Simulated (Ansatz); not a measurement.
Strain and the gap of NaF (CsCl type)

NaF in the CsCl structure, relaxed with r2SCAN in Ansatz. It is cubic, Pm-3m (No. 221); a = 2.793 Å in the conventional setting, 10.90 Å³ an atom. Na is surrounded by 8 F at 2.42 Å; F is surrounded by 8 Na at 2.42 Å.

The axes x, y and z are those of this cell:
```
CELL_PARAMETERS angstrom
2.79349 0.00000 0.00000
0.00000 2.79349 0.00000
0.00000 0.00000 2.79349
ATOMIC_POSITIONS crystal
Na 0.00000 0.00000 0.00000
F 0.50000 0.50000 0.50000
```

Unstrained: PBE gives an indirect gap of 6.128 eV, from M to Γ; the least direct gap is 6.466 eV at Γ. With r2SCAN the valence top lies at M and the conduction bottom at Γ, 7.058 eV higher; the smallest vertical gap, at Γ, is 7.398 eV. HSE06 gives an indirect gap of 8.331 eV, from M to Γ; the least direct gap is 8.683 eV at Γ. Meshes: PBE 10×10×10, r2SCAN 10×10×10, HSE06 6×6×6. Strains are changes of length per length, and xy shears are angles. After each strain the atoms were relaxed again with r2SCAN within the symmetry that the strain leaves, so tilts or polar shifts that break it weren't tested; points keep the names that they have in the unstrained zone. All values are calculated for a non-magnetic cell, which may be hypothetical.

Changes of the least gap in eV (an overlap counts as a negative gap):
```json
{"strain": "uniaxial +1.65 % along z", "volume change (%)": "+1.7", "space group": "P4/mmm", "PBE": "-0.138", "r2SCAN": "-0.143", "HSE06": "-0.147", "energy rise, r2SCAN (meV/atom)": "1.6"}
{"strain": "xy shear, engineering strain (angle) -3.71 %", "volume change (%)": "0.0", "space group": "Cmmm", "PBE": "+0.005", "r2SCAN": "+0.004", "HSE06": "+0.005", "energy rise, r2SCAN (meV/atom)": "0.3"}
{"strain": "epitaxial +0.36 % in the xy plane, free normal strain -0.03 %", "volume change (%)": "+0.7", "space group": "P4/mmm", "PBE": "-0.059", "r2SCAN": "-0.061", "HSE06": "-0.062", "energy rise, r2SCAN (meV/atom)": "0.2"}
```

Uniaxial +1.65 % along z, other directions held. HSE06: the gap goes from 8.331 to 8.184 eV (-0.147 eV). Stress change with r2SCAN, compression positive: xx -0.01, yy -0.01, zz -2.78 GPa.

Xy shear, engineering strain (angle) -3.71 %. HSE06: the gap goes from 8.331 to 8.336 eV (+0.005 eV). Stress change with r2SCAN, compression positive: xx +0.10, yy +0.10, zz +0.09, xy +0.22 GPa.

Epitaxial +0.36 % in the xy plane, free normal strain -0.03 %. HSE06: the gap goes from 8.331 to 8.269 eV (-0.062 eV). Stress change with r2SCAN, compression positive: xx -0.63, yy -0.63, zz +0.05 GPa.

The meshes of the hybrids are coarse, so their gaps aren't converged to the digits shown.
